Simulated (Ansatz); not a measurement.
**HfSi2 (021): surface energy and levels, part 1 of 2**

This session takes HfSi2 and sets out to cut the (021) surface, relax it and get its surface energy and levels.

Computed with Ansatz 0.2.0 (DFT PBE, scalar-relativistic, plane waves, PAW, unless a step's input says otherwise).

2 further runs of the same task are left out: 2 set aside as unsound or not needed. Runs told in other sessions of the task aren't counted.

## Step 1: Starting point

It takes space group Cmcm (No. 63, orthorhombic). The conventional cell has a = 3.683 Å, b = 14.593 Å, c = 3.659 Å, α = 90.00°, β = 90.00°, γ = 90.00°. Around Hf (site symmetry m2m) lie 10 Si at 2.70 to 2.97 Å. Si (site symmetry m2m) is surrounded by 2 Si at 2.42 Å and 6 Hf at 2.70 to 2.97 Å. Si (site symmetry m2m) is surrounded by 4 Si at 2.60 Å and 4 Hf at 2.80 Å.

Structure file:

```cif
data_structure
_symmetry_space_group_name_H-M 'Cmcm'
_symmetry_Int_Tables_number 63
_cell_length_a 3.6826
_cell_length_b 14.5929
_cell_length_c 3.6591
_cell_angle_alpha 90.000
_cell_angle_beta 90.000
_cell_angle_gamma 90.000
_cell_volume 196.64
loop_
_atom_site_label
_atom_site_type_symbol
_atom_site_symmetry_multiplicity
_atom_site_Wyckoff_symbol
_atom_site_fract_x
_atom_site_fract_y
_atom_site_fract_z
_atom_site_occupancy
Hf1 Hf 4 c 0.00000 0.39453 0.75000 1
Si1 Si 4 c 0.00000 0.05424 0.75000 1
Si2 Si 4 c 0.50000 0.25030 0.75000 1
```

It is the result of an earlier relaxation at this level (volume 16.39 Å³/atom; gap on the mesh: none (metal)).

## Step 2: The bulk in the cell of the plane

Contents of input.yaml:

```yaml
crystal:
  lattice:
    - [3.6826381087, 0.0, 0.0]
    - [-1.8413190543, 8.1625312873, 0.0]
    - [0.0, 1.6402754037, 3.2708249575]
  atoms:
    - { symbol: Hf, position: [0.6054711517, 0.2109423034, 0.0390576966] }
    - { symbol: Hf, position: [0.3945288483, 0.7890576966, 0.9609423034] }
    - { symbol: Si, position: [0.9457630242, 0.8915260484, 0.3584739516] }
    - { symbol: Si, position: [0.0542369758, 0.1084739516, 0.6415260484] }
    - { symbol: Si, position: [0.2497015884, 0.4994031767, 0.7505968233] }
    - { symbol: Si, position: [0.7502984116, 0.5005968233, 0.2494031767] }
basis:
  ecutwfc: 420
kpoints:
  mp_grid: { grid: [10, 5, 11] }
hamiltonian:
  xc: pbe
scf:
  occupations: { method: gaussian, width: 0.1 }
output:
  forces: true
  stress: true
  eigenvalues: true
```

The run is started by

```sh
ansatz run input.yaml --threads 8 --pin off --max-ram 15360MiB --backend cpu --events-out ev --progress --plain --runs-dir out
```

What it wrote, shortened:

```text
[...]
SCF converged after 7 iterations
Free energy (F): -33989.343332 eV
[...]
E sigma→0 (E₀):  -33989.340217 eV
Entropy (-TS):   -0.006230 eV (-1.038 meV/atom)
Fermi energy:    15.469098 eV
[...]
--- Forces (eV/Å), atoms counted from 1 ---
  atom   1  Hf     0.00042639    -0.00364871     0.00192385
  atom   2  Hf    -0.00042639     0.00364871    -0.00192385
  atom   3  Si     0.00101855    -0.00513488     0.00259488
  atom   4  Si    -0.00101855     0.00513488    -0.00259488
  atom   5  Si     0.00344407     0.00484625    -0.00502827
  atom   6  Si    -0.00344407    -0.00484625     0.00502827
[...]
--- Stress (GPa, compression-positive) ---
        0.022659      -0.006573       0.002574
       -0.006573       0.067031      -0.073031
        0.002574      -0.073031      -0.065246
  P = ⅓ Tr σ = 0.0081 GPa (0.081 kbar)
--- Band table (eV; the first three rows and the last of 276) ---
[...]
```

Run time: 8.2 s. Hardware: 8 threads of Arm Neoverse V1, shared host; peak memory 1.1 GiB.

The bulk reference has the slab's in-plane cell, mesh and smearing. Its energy with the smearing taken to zero: -5664.8900 eV/atom.

## Step 3: Cutting the (021) slab

Planes are indexed in the bulk's conventional cell (Cmcm (No. 63)), a = 3.683 Å, b = 14.593 Å, c = 3.659 Å, α = 90.00°, β = 90.00°, γ = 90.00°.

Cut from the relaxed bulk: a (021) slab, 12.7 Å thick as cut, with 15 Å of vacuum; its outer planes are Si (top) and Si (bottom).

The slab as cut. Layers, bottom to top:

```csv
plane,atoms per cell,height over the lowest (Å)
1,Si,0.00
2,Si,0.93
3,Si,1.28
4,Hf2,2.10
5,Si,2.91
6,Si,3.27
7,Si,4.20
8,Si,4.55
9,Hf2,5.37
10,Si,6.18
11,Si,6.54
12,Si,7.47
13,Si,7.82
14,Hf2,8.64
15,Si,9.46
16,Si,9.81
17,Si,10.74
18,Si,11.10
19,Hf2,11.91
20,Si,12.73
```

## Step 4: The slab as cut, atoms at the bulk's places

A dipole layer in the vacuum cancels the field that periodic copies would set up if the slab's two faces differ.

Contents of input.yaml:

```yaml
crystal:
  lattice:
    - [3.6826381087, 0.0, 0.0]
    - [-1.8413190543, 8.1625312873, 0.0]
    - [0.0, 0.0, 27.7265484176]
  atoms:
    - { symbol: Si, position: [0.9817810182, 0.9635620364, 0.2704988694] }
    - { symbol: Si, position: [0.1186948848, 0.2373897696, 0.3038897498] }
    - { symbol: Si, position: [0.325118482, 0.6502369639, 0.3167565303] }
    - { symbol: Hf, position: [0.491080394, 0.9821607879, 0.3415704104] }
    - { symbol: Hf, position: [0.709871412, 0.4197428241, 0.3507854693] }
    - { symbol: Si, position: [0.875833324, 0.7516666481, 0.3755993493] }
    - { symbol: Si, position: [0.0822569212, 0.1645138424, 0.3884661298] }
    - { symbol: Si, position: [0.2191707878, 0.4383415756, 0.4218570103] }
    - { symbol: Si, position: [0.425594385, 0.8511887699, 0.4347237908] }
    - { symbol: Hf, position: [0.591556297, 0.183112594, 0.4595376708] }
    - { symbol: Hf, position: [0.810347315, 0.6206946301, 0.4687527297] }
    - { symbol: Si, position: [0.976309227, 0.9526184541, 0.4935666098] }
    - { symbol: Si, position: [0.1827328242, 0.3654656484, 0.5064333902] }
    - { symbol: Si, position: [0.3196466908, 0.6392933816, 0.5398242707] }
    - { symbol: Si, position: [0.526070288, 0.052140576, 0.5526910512] }
    - { symbol: Hf, position: [0.6920322, 0.3840644, 0.5775049312] }
    - { symbol: Hf, position: [0.910823218, 0.8216464361, 0.5867199901] }
    - { symbol: Si, position: [0.07678513, 0.1535702601, 0.6115338702] }
    - { symbol: Si, position: [0.2832087272, 0.5664174544, 0.6244006507] }
    - { symbol: Si, position: [0.4201225938, 0.8402451876, 0.6577915311] }
    - { symbol: Si, position: [0.626546191, 0.253092382, 0.6706583116] }
    - { symbol: Hf, position: [0.792508103, 0.585016206, 0.6954721916] }
    - { symbol: Hf, position: [0.011299121, 0.0225982421, 0.7046872505] }
    - { symbol: Si, position: [0.177261033, 0.3545220661, 0.7295011306] }
basis:
  ecutwfc: 420
kpoints:
  mp_grid: { grid: [10, 5, 1] }
hamiltonian:
  xc: pbe
scf:
  occupations: { method: gaussian, width: 0.1 }
output:
  forces: true
  eigenvalues: true
efield:
  axis: 3
  dipole_correction: true
  ramp_width: 0.04
```

The run is started by

```sh
ansatz run input.yaml --threads 8 --pin off --max-ram 15360MiB --backend cpu --events-out ev --progress --plain --runs-dir out
```

What it wrote, shortened:

```text
Warning: crystal.symmetry: narrowed to the stabiliser of the k-point mesh — unitary ops 2 → 1; excluded 1 operation that carries a point of the 10×5×1 mesh (shift [0, 0, 0]) off the mesh (the run samples exactly the mesh kpoints.mp_grid names, as under crystal.symmetry.detect: false, and [...]
Warning: RAYON_NUM_THREADS=8 ignored (pool sized by the plan → 8); use --threads N
[...]
Pseudopotentials: kind: paw
Pseudopotential: Si, paw, valence charge 4, recommended cutoff 420 eV (normal), Si.paw.azcp
Pseudopotential: Hf, paw, valence charge 26, recommended cutoff 420 eV (normal), Hf.paw.azcp
Functional definition: PBE
[...]
Crystal: 24 atoms, lattice volume = 833.450 Å³
Basis set: ecut = 420 eV, 16237 PW (Γ), exchange–correlation on 50×120×384 points (8 copies of the dense FFT grid, shifted against one another)
Bands: 164, of which v1, the nominal top of the filled ones, is band 136 counted from 1 (135 counted from 0)
Symmetry: 1 space group operations
k-points: 26 of 50 (time reversal used)
[...]
SCF converged after 9 iterations
Free energy (F): -135949.923751 eV
[...]
E sigma→0 (E₀):  -135949.896630 eV
Entropy (-TS):   -0.054243 eV (-2.260 meV/atom)
Fermi energy:    4.847497 eV
Dipole field:    D = 0.029832 V/Å  (p = 0.137403 e·Å, saw-weighted, corrected)
Work function:   Φ+ = 4.0907 eV   Φ− = 4.9179 eV
Levels:          The Fermi level and band energies are counted from a zero that moves with the ramp; work functions are not
[...]
--- Forces (eV/Å), atoms counted from 1 ---
  atom   1  Si     0.00057394    -0.06013571    -0.37623450
  atom   2  Si    -0.00161824    -1.23943289    -0.36859978
  atom   3  Si     0.00072879     0.63226748     0.48054443
  atom   4  Hf    -0.00131886     0.59433339     0.22793594
  atom   5  Hf    -0.00033846    -0.09267433     0.42771318
  atom   6  Si     0.00271476    -0.20610475    -0.58103489
  atom   7  Si     0.00041140     0.19470423    -0.28874069
  atom   8  Si     0.00204952     0.13494439    -0.13183081
[...]
--- Band table (eV; the first three rows and the last of 26) ---
[...]
```

Wall time 76 s (8 threads of Arm Neoverse V1, shared host); peak memory 5.8 GiB.

This gives work function 4.09 eV (top face), 4.92 eV (bottom face); dipole along +c 0.137 e·Å per cell.

(Continued in part 2 of 2.)
